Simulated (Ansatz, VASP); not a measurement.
Two plane-wave programs on Ni

```
CELL_PARAMETERS angstrom
2.44555 0.00000 0.00000
-1.22278 2.11791 0.00000
0.00000 0.00000 4.07138
ATOMIC_POSITIONS crystal
Ni 0.33333 0.66667 0.25000
Ni 0.66667 0.33333 0.75000
```

Alike in both runs: functional r2SCAN; k mesh 21 × 21 × 10; occupations gaussian, width 0.1 eV; collinear spin.

Ansatz relaxed the structure, and its values are those at the end. VASP's run is a single point on that final structure, the one shown.

|  | VASP | Ansatz |
| --- | --- | --- |
| version | VASP 6.6.1 | Ansatz 0.2.0 |
| potentials or method | VASP PAW PBE potentials, release 64 (Ni) | scalar-relativistic, plane waves, PAW |
| plane-wave cutoff (eV) | 520 | 500 |
| valence electrons in the cell | 20 | 36 |

Ansatz gave:

| Item | Value |
| --- | --- |
| gap on the k mesh at the Fermi level (eV) | none |
| pressure (GPa) | 0.0 |
| net moment per atom (μB) | 0.72 |
| size of the moment on the site where the two differ most (μB) | 0.78 |

Q: Which values does VASP return?

A: gap on the k mesh at the Fermi level (eV): none; pressure (GPa): 0.4; net moment per atom (μB): 0.70; size of the moment on the site where the two differ most (μB): 0.72.

Site moments also hang on the region over which each program counts them. A gap of «none» marks a metal or a gap that the smearing closes. The two sets of potentials don't hold the same shells in valence.

Caveats: the PAW data sets were made with another functional, which shifts forces and pressure a little (VASP).
